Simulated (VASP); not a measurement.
A run of VASP 6.6.1 is set up as follows.

INCAR

```
ALGO = Normal
EDIFF = 1E-7
EDIFFG = -0.005
ENCUT = 520
GGA = PE
IBRION = 2
ISIF = 3
ISMEAR = 0
ISPIN = 2
LASPH = T
LCHARG = F
LMAXMIX = 4
LORBIT = 11
LREAL = F
LWAVE = F
MAGMOM = 2 2
NELM = 120
NSW = 60
POTIM = 0.3
PREC = Accurate
SIGMA = 0.1
```

Contents of KPOINTS:

```
k-points
0
Gamma
  20 20 11
```

POSCAR

```
Co                                      
1.0
    2.4908840131      0.0000000000      0.0000000000
   -1.2454420065      2.1571688357      0.0000000000
   -0.0000000000      0.0000000000      4.0248101312
  Co            
     2
Direct
     0.3333333300000021    0.6666666699999979    0.2500000000000000
     0.6666666699999979    0.3333333300000021    0.7500000000000000
```

Potentials or basis: VASP PAW PBE potentials, release 64 (Co).

Launch:

```bash
$ cat potpaw_PBE.64/Co/POTCAR > POTCAR
$ mpirun -np 1 vasp_std > vasp.out
```

Estimate the space group after relaxing (to 0.05 Å).

P6_3/mmc (No. 194).

What does it give for the relaxed cell?

a = 2.491 Å, b = 2.491 Å, c = 4.026 Å, α = 90.00°, β = 90.00°, γ = 120.00°.

Predict the band gap on the k mesh.

none (metal or under the smearing width).

Estimate the relaxed volume.

10.82 Å³/atom.

Final structure:
```yaml
crystal:
  lattice:
    - [2.49134, 0.00000, 0.00000]
    - [-1.24567, 2.15756, 0.00000]
    - [0.00000, 0.00000, 4.02594]
  atoms:
    - { symbol: Co, position: [0.33333, 0.66667, 0.25000] }
    - { symbol: Co, position: [0.66667, 0.33333, 0.75000] }
```
